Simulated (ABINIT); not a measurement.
Set up this calculation in ABINIT 10.8.3 (patched build), as the native input.

- Task: band structure
- Functional: RPBE
- Potentials or basis: JTH PAW PBE v2.0
- Cutoff: 490 eV
- k mesh: 9 × 9 × 9
- Occupations: fermi-dirac, width 0.05 eV
- Spin: no spin polarisation
- Fine-grid cutoff: 979.61 eV

As:

```
As
1.0
     1.88080    1.08588    3.51406
    -1.88080    1.08588    3.51406
     0.00000   -2.17176    3.51406
As
2
Direct
  0.22600 0.22600 0.22600
  0.77400 0.77400 0.77400
```

These files were run (other wordings do the same):

run.abi

```
# Datasets: ground state, then fixed potential
ndtset 2

# Pseudopotentials
pp_dirpath "./"
pseudos "As.GGA_PBE-JTH.xml"

# Structure
acell 4.131 4.131 4.131 Angstrom
rprim
     0.4552885255     0.2628609527     0.8506564983
    -0.4552885255     0.2628609527     0.8506564983
     0.0000000000    -0.5257219055     0.8506564983
ntypat 1
znucl 33
natom 2
typat 1 1
xred
     0.2260000000     0.2260000000     0.2260000000
     0.7740000000     0.7740000000     0.7740000000

# Plane-wave basis
ecut 18.0
pawecutdg 36.0
pawxcdev 0

# Exchange and correlation
ixc 15

# Bands and occupations
occopt 3
tsmear 0.05 eV

# SCF cycle
nstep 100

# Output
iomode 3
prtwf 0
prteig 0
prtebands 0
enunit 1
prtden1 1
prtvha1 1
prtvclmb1 1
prtpot1 1

# Dataset 1
kptopt1 1
ngkpt1 9 9 9
nshiftk1 1
shiftk1 0.0 0.0 0.0
nband1 19
tolvrs1 1.0e-9

# Dataset 2: bands along G-L-B1
iscf2 -2
getden2 1
nband2 25
nbdbuf2 4
tolwfr2 1.0e-11
kptopt2 -2
ndivsm2 5
prteig2 1
kptbounds2
     0.0000000000     0.0000000000     0.0000000000
     0.5000000000     0.0000000000     0.0000000000
     0.5000000000     0.2303245873    -0.2303245873
```

Potentials or basis: JTH PAW PBE v2.0.

The run is started by

```console
$ abinit run.abi > log 2>&1
```

Results of the run:

```json
{
  "Pressure": "5.5 GPa",
  "Largest force": "0.486 eV/Å",
  "Band gap on the k mesh": "none (metal or under the smearing width)",
  "Valence electrons inside the program's atomic spheres": "As 12.59 (radii [1.1133] Å)"
}
```

Caveat: the PAW data sets were made with another functional, which shifts forces and pressure a little.

It took 64 s on 1 thread of Arm Neoverse V2, on a shared host, peak memory 0.14 GiB.
